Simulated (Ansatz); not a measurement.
Here is the system:

Relaxed CsPbI₃ (cubic perovskite):

```
CsPbI3
1.0
    6.39047     0.00000     0.00000
    0.00000     6.39047     0.00000
    0.00000     0.00000     6.39047
Cs Pb I
1 1 3
Cartesian
  0.00000   0.00000   0.00000
  3.19524   3.19524   3.19524
  0.00000   3.19524   3.19524
  3.19524   3.19524   0.00000
  3.19524   0.00000   3.19524
```

In each cell atom 4 (I, nearest neighbour Pb at 3.195 Å; its periodic images, 6.4 Å or more away, move with it) moves by s·(0.000, 0.000, -1.000) (towards the nearest neighbour), the rest being held.

Level of theory: PBE (plane waves to 420 eV, PAW, scalar-relativistic; Ansatz, an electronic-structure program). k mesh 4×4×4 (Γ-centred), Fermi-Dirac smearing 0.05 eV. E stands for the smeared free energy. On this mesh the relaxed cell isn't quite at rest: it carries a pressure of 0.1 GPa (compression positive) at the zero of the scan. CsPbI3 was relaxed with its symmetry unable to fall. Spin-orbit coupling is left out, though I and Pb are heavy. This is a high-temperature form of CsPbI3. ΔE is measured from the undisplaced structure.

The scan covers s from -0.320 to 0.320 Å in 11 points.

Task: Is the energy the same for equal positive and negative displacements?

Result: Even: the same for both signs. With its periodic images moving along, the atom's site symmetry in this cell is 4/mmm.

Task: What is the energy change at s = 0.320 Å?

Result: 108.7 meV/cell.

Task: What force acts on the atom along the line at s = -0.320 Å?

Result: 0.900 eV/Å.

Task: What is the force constant k = d²E/ds² of this move at s = 0?

Result: 1.40 eV/Å².

(For displaced atoms, the force is minus the slope of the energy, and its curvature is a force constant, which sets phonon frequencies.)
